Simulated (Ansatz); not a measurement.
**SiO2: equilibrium cell**

Method: Ansatz 0.2.0, DFT PBE, scalar-relativistic, plane waves, PAW. Each run relaxes cell and atoms to zero pressure from this start:

```
CELL_PARAMETERS angstrom
5.06052 0.00000 0.00000
-2.53026 4.38254 0.00000
0.00000 0.00000 5.54135
ATOMIC_POSITIONS crystal
Si 0.00000 0.50000 0.33333
Si 0.50000 0.50000 0.66667
Si 0.50000 0.00000 0.00000
O 0.58279 0.79139 0.83333
O 0.79139 0.58279 0.50000
O 0.79139 0.20861 0.16667
O 0.41721 0.20861 0.83333
O 0.20861 0.41721 0.50000
O 0.20861 0.79139 0.16667
```

- plane-wave cutoff: 420 eV
- occupation rule: Gaussian smearing, 0.02 eV
- spin treatment: unpolarised

Lengths are those of the conventional cell, space group P6_422.

```
k-mesh a (Å) c (Å) volume (Å³/atom) gap on mesh (eV)
 1×1×1  5.080  5.477             13.60              5.67
 3×3×1  5.110  5.564             13.98              5.62
 3×3×4  5.105  5.585             14.01              5.55
 6×6×4  5.105  5.585             14.01              5.55
```

**Question.** What does 3×3×2 give?

**Answer.** It gives:

| k-mesh | a (Å) | c (Å) | volume (Å³/atom) | gap on mesh (eV) |
| --- | --- | --- | --- | --- |
| 3×3×2 | 5.105 | 5.585 | 14.01 | 5.55 |

This form isn't the usual stable structure of the compound.

Cost: 5 runs of about 1.9 core-minutes in all, on Intel Xeon Platinum 8259CL (Skylake/Cascade Lake) (shared hosts).